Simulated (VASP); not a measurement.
# W (Fm-3m) in VASP: further runs

One crystal, W, is run at these levels: PBEsol; tasks: relaxation of cell and atoms, single point.

Everything below comes from runs of VASP 6.6.1. Logs are shortened: lines on timing, memory, paths and dates and some standing lists are left out, and cuts for length are marked.

**1. Starting point**

It takes space group Fm-3m (No. 225, cubic). Conventional cell: a = 4.000 Å, b = 4.000 Å, c = 4.000 Å, α = 90.00°, β = 90.00°, γ = 90.00°. W (site symmetry m-3m) has 12 W at 2.83 Å as nearest neighbours.

This isn't the form of W at room conditions, which is bcc.

**2. Relaxation of cell and atoms, PBEsol**

Input file INCAR:

```
SYSTEM = W
  PREC = Accurate
  ENCUT = 600
  EDIFF = 1E-7
  ISMEAR = 0
  SIGMA = 0.1
  LREAL = .FALSE.
  LASPH = .TRUE.
  NELM = 100
  ALGO = Normal
  ISIF = 3
  LWAVE = .FALSE.
  LCHARG = .FALSE.
  GGA = PS
  IBRION = 2
  NSW = 100
  EDIFFG = -0.005
```

Input file KPOINTS:

```
regular mesh
0
G
  18 18 18
  0 0 0
```

Input file POSCAR:

```
W
1.0
    0.0000000000      2.0000870955      2.0000870955
    2.0000870955      0.0000000000      2.0000870955
    2.0000870955      2.0000870955      0.0000000000
W
1
Direct
    0.0000000000      0.0000000000      0.0000000000
```

Potentials or basis: VASP PAW PBE potentials, release 64 (W_sv).

Started as:

```bash
> cat potpaw_PBE.64/W_sv/POTCAR > POTCAR
> mpirun -np 1 vasp_std > vasp.out
```

OUTCAR:

```text
SYSTEM = W
   PREC = Accurate
   ENCUT = 600
   EDIFF = 1E-7
   ISMEAR = 0
   LREAL = .FALSE.
   LASPH = .TRUE.
   NELM = 100
   ISIF = 3
   GGA = PS
   IBRION = 2
   NSW = 100
   EDIFFG = -0.005

 ion  position               nearest neighbor table
   1  0.000  0.000  0.000-

  LATTYP: Found a face centered cubic cell.
 ALAT       =     4.0001741910

  Lattice vectors:

 A1 = (   0.0000000000,   2.0000870955,   2.0000870955)
 A2 = (   2.0000870955,   0.0000000000,   2.0000870955)
 A3 = (   2.0000870955,   2.0000870955,   0.0000000000)

Analysis of symmetry for initial positions (statically):
=====================================================================
 Subroutine PRICEL returns:
 Original cell was already a primitive cell.

 Routine SETGRP: Setting up the symmetry group for a
 face centered cubic supercell.

 Subroutine GETGRP returns: Found 48 space group operations
 (whereof 48 operations were pure point group operations)
 out of a pool of 48 trial point group operations.

The static configuration has the point symmetry O_h .

Analysis of symmetry for dynamics (positions and initial velocities):
=====================================================================
 Subroutine PRICEL returns:
 Original cell was already a primitive cell.

 Routine SETGRP: Setting up the symmetry group for a
 face centered cubic supercell.

 Subroutine GETGRP returns: Found 48 space group operations
 (whereof 48 operations were pure point group operations)
 out of a pool of 48 trial point group operations.

The dynamic configuration has the point symmetry O_h .

 Subroutine INISYM returns: Found 48 space group operations
 (whereof 48 operations are pure point group operations),
 and found     1 'primitive' translations

----------------------------------------------------------------------------------------

                                     Primitive cell

  volume of cell :      16.0021

  direct lattice vectors                    reciprocal lattice vectors
     0.000000000  2.000087096  2.000087096    -0.249989114  0.249989114  0.249989114
     2.000087096  0.000000000  2.000087096     0.249989114 -0.249989114  0.249989114
     2.000087096  2.000087096  0.000000000     0.249989114  0.249989114 -0.249989114

  length of vectors
     2.828550296  2.828550296  2.828550296     0.432993846  0.432993846  0.432993846

  position of ions in fractional coordinates (direct lattice)
     0.000000000  0.000000000  0.000000000

  ion indices of the primitive-cell ions
   primitive index   ion index
                 1           1

----------------------------------------------------------------------------------------

 KPOINTS: regular mesh

Automatic generation of k-mesh.
 Grid dimensions read from file:
 generate k-points for:   18   18   18

 Generating k-lattice:

  Cartesian coordinates                     Fractional coordinates (reciprocal lattice)
    -0.013888284  0.013888284  0.013888284     0.055555556  0.000000000  0.000000000
     0.013888284 -0.013888284  0.013888284     0.000000000  0.055555556  0.000000000
     0.013888284  0.013888284 -0.013888284     0.000000000  0.000000000  0.055555556

  Length of vectors
     0.024055214  0.024055214  0.024055214

  Shift w.r.t. Gamma in fractional coordinates (k-lattice)
     0.000000000  0.000000000  0.000000000

 Subroutine IBZKPT returns following result:
 ===========================================

 Found    195 irreducible k-points:

 Following reciprocal coordinates:
            Coordinates               Weight
  0.000000  0.000000  0.000000      1.000000
  0.055556  0.000000  0.000000      8.000000
  0.111111  0.000000  0.000000      8.000000
  0.166667  0.000000  0.000000      8.000000
  0.222222  0.000000  0.000000      8.000000
  0.277778  0.000000  0.000000      8.000000
[... 16 lines left out ...]
 -0.277778  0.055556  0.000000     24.000000
 -0.222222  0.055556  0.000000     24.000000
 [... further k-points ...]
   k-points           NKPTS =    195   k-points in BZ     NKDIM =    195   number of bands    NBANDS=     11
   number of dos      NEDOS =    301   number of ions     NIONS =      1
   total plane-waves  NPLWV =  13824
   dimension x,y,z NGX =    24 NGY =   24 NGZ =   24
   dimension x,y,z NGXF=    48 NGYF=   48 NGZF=   48
   ions per type =               1
   NGX,Y,Z   is equivalent  to a cutoff of  14.11, 14.11, 14.11 a.u.
   NGXF,Y,Z  is equivalent  to a cutoff of  28.21, 28.21, 28.21 a.u.
 SYSTEM =  W
   PREC   = accura    normal or accurate (medium, high low for compatibility)
   ISTART =      0    job   : 0-new  1-cont  2-samecut
   ICHARG =      2    charge: 1-file 2-atom 10-const
   ISPIN  =      1    spin polarized calculation?
   LNONCOLLINEAR =      F non collinear calculations
   LSORBIT =      F    spin-orbit coupling
   LASPH  =      T    aspherical Exc in radial PAW
   ENCUT  =  600.0 eV  44.10 Ry    6.64 a.u.   5.65  5.65  5.65*2*pi/ulx,y,z
   NELM   =    100;   NELMIN=  2; NELMDL= -5     # of ELM steps
   EDIFF  = 0.1E-06   stopping-criterion for ELM
   LREAL  =      F    real-space projection
   EDIFFG = -.5E-02   stopping-criterion for IOM
   NSW    =    100    number of steps for IOM
   IBRION =      2    ionic relax: 0-MD 1-quasi-New 2-CG
   NFREE  =      1    steps in history (QN), initial steepest desc. (CG)
   ISIF   =      3    stress and relaxation
   ISYM   =      2    0-nonsym 1-usesym 2-fastsym
   POTIM  = 0.5000    time-step for ionic-motion
   TEBEG  =    0.0;   TEEND  =   0.0 temperature during run
   PSTRESS=    0.0 pullay stress
   NELECT =      14.0000    total number of electrons
   NUPDOWN=      -1.0000    fix difference up-down
   EMIN   =  10.00;   EMAX   =-10.00  energy-range for DOS
   EFERMI =   0.00;   METHOD = LEGACY
   ISMEAR =     0;   SIGMA  =   0.10  broadening in eV -4-tet -1-fermi 0-gaus
   EFERMI_NEDOS =   21; number of points for ismear=-14 and -15
   IALGO  =     38    algorithm
   IMIX   =      4    mixing-type and parameters
     AMIX     =   0.40;   BMIX     =  1.00
     AMIX_MAG =   1.60;   BMIX_MAG =  1.00
  volume/ion in A,a.u.               =      16.00       107.99
  Fermi-wavevector in a.u.,A,eV,Ry     =   1.565760  2.958858 33.356114  2.451605
  Thomas-Fermi vector in A             =   2.668189
   LORBIT       =      0    0 simple, 1 ext, 2 COOP (PROOUT), +10 PAW based schemes
   GGA     = PS    functional components
   LHFCALC =     F    Hartree Fock is set to
   AEXX    =    0.0000 exact exchange contribution
   IVDW    =     0    specifies the selected vdW correction
   LEPSILON=     F    determine dielectric tensor
   LRPA    =     F    only Hartree local field effects (RPA)
 conjugate gradient relaxation of ions
 non-spin polarized calculation
 Gauss-broadening in eV      SIGMA  =   0.10
  energy-cutoff  :      600.00
  volume of cell :       16.00
 maximum number of plane-waves:       547
   NGX = 11   NGY = 11   NGZ = 11

--------------------------------------- Ionic step        1  -------------------------------------------

 number of electron      14.0000000 magnetization

 Free energy of the ion-electron system (eV)
  ---------------------------------------------------
  ext. energy  EPLUGINS =         0.00000000
  ---------------------------------------------------
  free energy    TOTEN  =       -13.31328646 eV

  energy without entropy =      -13.30676148  energy(sigma->0) =      -13.31002397

------------------------ aborting loop because EDIFF is reached ----------------------------------------

  FORCE on cell =-STRESS in cart. coord.  units (eV):
  Direction    XX          YY          ZZ          XY          YZ          ZX
  --------------------------------------------------------------------------------------
  -------------------------------------------------------------------------------------
  Total        0.0223339      0.0223339      0.0223339      0.0000000      0.0000000      0.0000000
  in kB        2.2361322      2.2361322      2.2361322      0.0000000      0.0000000      0.0000000
  external PRESSURE =       2.2361322 kB  Pullay stress =       0.0000000 kB

 VOLUME and BASIS-vectors are now :
 -----------------------------------------------------------------------------
  energy-cutoff  :      600.00
  volume of cell :       16.00
      direct lattice vectors                 reciprocal lattice vectors
     0.000000000  2.000087096  2.000087096    -0.249989114  0.249989114  0.249989114
     2.000087096  0.000000000  2.000087096     0.249989114 -0.249989114  0.249989114
     2.000087096  2.000087096  0.000000000     0.249989114  0.249989114 -0.249989114
[... 36 lines left out ...]
 POSITION                                       TOTAL-FORCE (eV/Angst)
 -----------------------------------------------------------------------------------
      0.00000      0.00000      0.00000         0.000000      0.000000      0.000000
 -----------------------------------------------------------------------------------
    total drift:                                0.000000      0.000000      0.000000

  FREE ENERGIE OF THE ION-ELECTRON SYSTEM (eV)
  ---------------------------------------------------
  free  energy   TOTEN  =       -13.3132009967 eV

  energy  without entropy=      -13.3066252022  energy(sigma->0) =      -13.30991310

--------------------------------------- Ionic step        3  -------------------------------------------

 number of electron      14.0000000 magnetization

 Free energy of the ion-electron system (eV)
  ---------------------------------------------------
  ext. energy  EPLUGINS =         0.00000000
  ---------------------------------------------------
  free energy    TOTEN  =       -13.31329458 eV

  energy without entropy =      -13.30675746  energy(sigma->0) =      -13.31002602

 E-fermi :  10.6426     XC(G=0): -13.6937

 val. band max:       10.6412606315   @ k =  -0.4444   0.3333   0.0000
 cond. band min:      10.6429147664   @ k =   0.5000   0.1111   0.0000
 fundamental gap:      0.0016541349
 Fermi energy:        10.6425756060

 k-point     1 :       0.0000    0.0000    0.0000
  band No.  band energies     occupation
      1     -62.9281      2.00000
      2     -26.5215      2.00000
      3     -26.5215      2.00000
      4     -26.5215      2.00000
      5       1.5231      2.00000
      6      10.0635      2.00000
      7      10.0635      2.00000
      8      10.0635      2.00000
      9      13.2915      0.00000
     10      13.2915      0.00000
     11      23.5147      0.00000

 k-point     2 :       0.0556    0.0000    0.0000
  band No.  band energies     occupation
      1     -62.9245      2.00000
      2     -26.5621      2.00000
      3     -26.5266      2.00000
      4     -26.5266      2.00000
      5       1.6636      2.00000
      6       9.9533      2.00000
      7      10.1298      2.00000
      8      10.1298      2.00000
      9      13.2288      0.00000
     10      13.2288      0.00000
     11      23.7990      0.00000
[... 295 lines left out ...]
 k-point    24 :      -0.2222    0.0556    0.0000
  band No.  band energies     occupation
      1     -62.8698      2.00000
      2     -27.1375      2.00000
      3     -26.6432      2.00000
      4     -26.5875      2.00000
      5       3.7891      2.00000
      6       8.9508      2.00000
      7      10.4833      1.97569
      8      10.6356      1.07861
      9      12.7844      0.00000
     10      13.8564      0.00000
     11      24.1981      0.00000

 [... further k-points ...]

------------------------ aborting loop because EDIFF is reached ----------------------------------------

  FORCE on cell =-STRESS in cart. coord.  units (eV):
  Direction    XX          YY          ZZ          XY          YZ          ZX
  --------------------------------------------------------------------------------------
  -------------------------------------------------------------------------------------
  Total        0.0005305      0.0005305      0.0005305     -0.0000000      0.0000000      0.0000000
  in kB        0.0530767      0.0530767      0.0530767     -0.0000000      0.0000000      0.0000000
  external PRESSURE =       0.0530767 kB  Pullay stress =       0.0000000 kB

 VOLUME and BASIS-vectors are now :
 -----------------------------------------------------------------------------
  energy-cutoff  :      600.00
  volume of cell :       16.01
      direct lattice vectors                 reciprocal lattice vectors
     0.000000000  2.000575110  2.000575110    -0.249928132  0.249928132  0.249928132
     2.000575110 -0.000000000  2.000575110     0.249928132 -0.249928132  0.249928132
     2.000575110  2.000575110 -0.000000000     0.249928132  0.249928132 -0.249928132

 POSITION                                       TOTAL-FORCE (eV/Angst)
 -----------------------------------------------------------------------------------
      0.00000      0.00000      0.00000         0.000000      0.000000     -0.000000
 -----------------------------------------------------------------------------------
    total drift:                               -0.000000      0.000000      0.000000

  FREE ENERGIE OF THE ION-ELECTRON SYSTEM (eV)
  ---------------------------------------------------
  free  energy   TOTEN  =       -13.3132945784 eV

  energy  without entropy=      -13.3067574566  energy(sigma->0) =      -13.31002602

 reached required accuracy - stopping structural energy minimisation
```

Wall time 22 s (1 thread of Intel Xeon 6975P-C (Granite Rapids), shared host); peak memory 0.17 GiB.

What came out:

| Property | Result |
| --- | --- |
| Free energy | -13.3133 eV |
| Relaxed volume | 16.01 Å³/atom |
| Relaxed cell | a = 2.829 Å, b = 2.829 Å, c = 2.829 Å, α = 60.00°, β = 60.00°, γ = 60.00° |
| Space group after relaxing (to 0.05 Å) | Fm-3m (No. 225) |
| Energy gained by relaxing | 0.0 meV/atom |
| Ionic steps | 3 |
| Pressure after relaxing | 0.0 GPa |
| Band gap on the k mesh | none (metal or under the smearing width) |

Final structure:
```cif
data_structure
_symmetry_space_group_name_H-M 'P 1'
_symmetry_Int_Tables_number 1
_cell_length_a 2.8292
_cell_length_b 2.8292
_cell_length_c 2.8292
_cell_angle_alpha 60.000
_cell_angle_beta 60.000
_cell_angle_gamma 60.000
_cell_volume 16.01
loop_
_atom_site_label
_atom_site_type_symbol
_atom_site_fract_x
_atom_site_fract_y
_atom_site_fract_z
_atom_site_occupancy
W1 W 0.00000 0.00000 0.00000 1
```

Levels at points of the mesh, in eV from the Fermi level:
```tsv
k point	band 3	band 4	band 5	band 6	band 7	band 8	band 9	band 10	band 11
(0.00, 0.00, 0.00)	-37.16	-37.16	-9.12	-0.58	-0.58	-0.58	2.65	2.65	12.87
(0.50, 0.00, 0.00)	-37.33	-37.33	-5.73	-0.82	-0.82	0.74	5.23	5.23	10.66
(0.50, 0.50, 0.00)	-37.62	-37.62	-5.66	-4.66	3.22	5.19	6.00	6.00	11.96
```

Caveat: the PAW data sets were made with another functional, which shifts forces and pressure a little. The run has no spin-orbit coupling, so splittings on W are missing.

(Continued in part 2 of 2.)
